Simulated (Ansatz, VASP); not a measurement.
# TiSe in two plane-wave programs, part 2 of 2

Wanted: the spread between two codes on one cell, functional and k mesh. The cell is taken from a series of runs on this material, whose earlier steps may have relaxed, scaled, displaced or heated it; both programs get it as it stands.

VASP 6.6.1 and Ansatz 0.2.0.

So far: Starting point; Ansatz: relaxation of cell and atoms, r2SCAN; VASP: relaxation of cell and atoms, r2SCAN.

### Step 3. VASP: relaxation of cell and atoms, r2SCAN (continued)

Level of this step: r2SCAN, no spin polarisation; plane waves and PAW (Ti_sv, Se) (VASP).

Numbers of over 12 decimals in the logs are rounded to 6 here.

From OUTCAR (step 3):

```text
ion  position               nearest neighbor table
   1  0.000  0.000  0.000-   3 2.58   4 2.58   4 2.58   3 2.58   4 2.58   3 2.58
   2  0.000  0.000  0.500-   3 2.58   4 2.58   4 2.58   3 2.58   4 2.58   3 2.58
   3  0.333  0.667  0.250-   1 2.58   2 2.58   1 2.58   2 2.58   1 2.58   2 2.58
   4  0.667  0.333  0.750-   1 2.58   2 2.58   1 2.58   2 2.58   1 2.58   2 2.58

  LATTYP: Found a hexagonal cell.
 ALAT       =     3.5590000000
 C/A-ratio  =     1.7476819331

 Subroutine GETGRP returns: Found 24 space group operations
 (whereof 12 operations were pure point group operations)

The static configuration has the point symmetry D_3d.
 The point group associated with its full space group is D_6h.

 Found     76 irreducible k-points:

   k-points           NKPTS =     76   k-points in BZ     NKDIM =     76   number of bands    NBANDS=     24

   dimension x,y,z NGX =    28 NGY =   28 NGZ =   48
   dimension x,y,z NGXF=    56 NGYF=   56 NGZF=   96

   ENCUT  =  550.0 eV  40.42 Ry    6.36 a.u.   6.81  6.81 11.89*2*pi/ulx,y,z

   NELECT =      36.0000    total number of electrons

 k-points in reciprocal lattice and weights: Automatic mesh
   0.00000000  0.00000000  0.00000000       0.001
   0.08333333 -0.00000000  0.00000000       0.007
   0.16666667 -0.00000000  0.00000000       0.007
   0.25000000 -0.00000000  0.00000000       0.007
   0.33333333 -0.00000000  0.00000000       0.007
   0.41666667 -0.00000000  0.00000000       0.007
   0.50000000 -0.00000000  0.00000000       0.003
   0.08333333  0.08333333  0.00000000       0.007
   0.16666667  0.08333333  0.00000000       0.014
[...]
0.33333333  0.25000000  0.50000000       0.014
   0.33333333  0.33333333  0.50000000       0.002

 average (electrostatic) potential at core
       1 -77.3923       2 -77.3923       3 -55.1622       4 -55.1622

 E-fermi :   8.7033

 k-point     1 :       0.0000    0.0000    0.0000
  band No.  band energies     occupation
    ...
     17       7.3882      2.00000
     18       8.4951      1.99676
     19       8.4951      1.99676
     20       8.6610      1.45015
     21       8.6610      1.45014
     22       9.7885      0.00000
     23       9.7885      0.00000
     24      10.2106      0.00000

 k-point     2 :       0.0833   -0.0000    0.0000
  band No.  band energies     occupation
    ...
     15       6.3805      2.00000
     16       6.9958      2.00000
     17       7.0294      2.00000
     18       8.5806      1.91726
     19       8.6213      1.75383
     20       8.8594      0.02724
     21       9.0277      0.00000
     22       9.7676      0.00000
     23       9.8553      0.00000
     24      10.2312      0.00000

 k-point     3 :       0.1667   -0.0000    0.0000
  band No.  band energies     occupation
    ...
     14       5.0313      2.00000
     15       5.0346      2.00000
     16       6.4700      2.00000
     17       7.0530      2.00000
     18       8.7115      0.90761
     19       8.8214      0.09481
     20       9.0596      0.00000
     21       9.5843      0.00000
     22       9.7184      0.00000
     23      10.1844      0.00000
    ...

  Total       -0.0187702     -0.0187702      0.0165149      0.0000000     -0.0000000      0.0000000
  in kB       -0.4369630     -0.4369629      0.3844601      0.0000000     -0.0000000      0.0000000
  external PRESSURE =      -0.1631553 kB  Pullay stress =       0.0000000 kB

  energy-cutoff  :      550.00
  volume of cell :       68.82
      direct lattice vectors                 reciprocal lattice vectors
     3.430802136  0.000000000 -0.000000000     0.291477025  0.168284360  0.000000000
    -1.715401068  2.971161438  0.000000000    -0.000000000  0.336568719 -0.000000000
    -0.000000000  0.000000000  6.751693361     0.000000000  0.000000000  0.148110992

 POSITION                                       TOTAL-FORCE (eV/Angst)
 -----------------------------------------------------------------------------------
     -1.71540      2.97116      0.00000         0.000000      0.000000     -0.000000
     -1.71540      2.97116      3.37585         0.000000     -0.000000     -0.000000
     -0.00000      1.98077      1.68792         0.000000     -0.000000     -0.000000
      1.71540      0.99039      5.06377        -0.000000      0.000000      0.000000
 -----------------------------------------------------------------------------------
    total drift:                               -0.000000      0.000000      0.000000

  FREE ENERGIE OF THE ION-ELECTRON SYSTEM (eV)
  ---------------------------------------------------
  free  energy   TOTEN  =       -59.4064041658 eV

  energy  without entropy=      -59.3924952513  energy(sigma->0) =      -59.39944971

 reached required accuracy - stopping structural energy minimisation

 total charge
# of ion       s       p       d       tot
------------------------------------------
    1        2.135   6.108   1.973  10.216
    2        2.135   6.108   1.973  10.216
    3        1.429   2.520   0.082   4.031
    4        1.429   2.520   0.082   4.031
--------------------------------------------------
tot          7.128  17.256   4.111  28.494

[... 3 further parts left out ...]
```

This run has no spin polarisation, so a moment on Ti, if there is one, isn't seen. The run keeps the 24 symmetry operations of its start, so it cannot find a distortion of lower symmetry.

### Step 4. Side by side

Known differences besides the potentials themselves: VASP keeps PBE cores, Ansatz makes them for the functional; the data sets hold 56 valence electrons in Ansatz (on its default PAW (the set named soft_2) files) and 36 in VASP; the cutoff is 500 eV in Ansatz and 550 eV in VASP; Ansatz adds a Pulay correction to the stress that steers its cell, VASP none; in our runs with r2SCAN, forces from VASP's data set Ti_sv part from Ansatz's all-electron ones, so neither program is the reference here. Total energies have different zeros and are not compared.

Compared:

```csv
quantity,Ansatz,VASP,difference
volume (Å³),68.61,68.82,-0.30 %
"edge a after relaxation, in the typed setting (Å)",3.427,3.431,-0.10 %
"edge c after relaxation, in the typed setting (Å)",6.744,6.752,-0.11 %
```

### Step 5. What came out

* difference in volume (relaxation of cell and atoms, r2SCAN): -0.30 %

The difference in volume is -0.30 % (relaxation of cell and atoms, r2SCAN), within the 1.2 % picked in this series as the mark of a large difference, as far as the stopping tolerances let one tell. The data sets hold unlike numbers of valence electrons (56 in Ansatz and 36 in VASP), so part of the differences comes from the potentials. Such differences can come from data sets, numerical settings and the points named under the comparisons, not from the functional's error against experiment.

[Lines on the potential files, build, host, timing and source positions are cut from VASP's logs without a mark.]

[Logs are printed without paths, hosts, clocks, repeated set-up lines and the standing remarks that a program may print on its own settings, such as how far it seeks lower states.]

[Hosts, paths, dates, database ids (printed as entryN), source tags and the programs' standing remarks are cut or masked in the printed files.]
